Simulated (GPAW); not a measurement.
Crystal: Sb.

```xyz
2
Lattice="3.3545 0.0000 0.0000 -1.6773 2.9051 0.0000 0.0000 0.0000 5.4702" Properties=species:S:1:pos:R:3 pbc="T T T"
Sb    1.6773    0.9684    4.1026
Sb    0.0000    1.9367    1.3675
```

This isn't the form of Sb at room conditions, which is rhombohedral.

* Program: GPAW 26.7.0
* Task: single point
* Functional: PBE
* Potentials or basis: GPAW PAW data sets (gpaw-data 1.2.1)
* Cutoff: 600 eV
* Basis: pw
* k mesh: 9 × 9 × 5
* Occupations: fermi-dirac, width 0.05 eV
* Spin: no spin polarisation

On this cell: pressure 1.1 GPa; largest force under 0.003 eV/Å; band gap on the k mesh none (metal or under the smearing width).

The same run follows on a disturbed copy (atoms moved at random, drawn with an rms of 0.05 Å):

```
CELL_PARAMETERS angstrom
3.35453 0.00000 0.00000
-1.67727 2.90511 0.00000
0.00000 0.00000 5.47016
ATOMIC_POSITIONS crystal
Sb 0.67819 0.33447 0.75155
Sb 0.32096 0.66257 0.25561
```

**Question.** What changes?

**Answer.** The energy (extrapolated to zero smearing) moves by -1.2 meV/atom; pressure 1.2 GPa; largest force 0.039 eV/Å; band gap on the k mesh none (metal or under the smearing width).

Forces on the atoms (eV/Å):
```
Sb   0.026  0.007 -0.029
Sb  -0.026 -0.007  0.029
```

Stress tensor (GPa, compression positive):
```
1.31 0.18 0.02
0.18 1.26 0.01
0.02 0.01 0.97
```

The energy falls, though the first cell shows no forces: that form is unstable against this distortion, unless noise or another electronic state is at work.
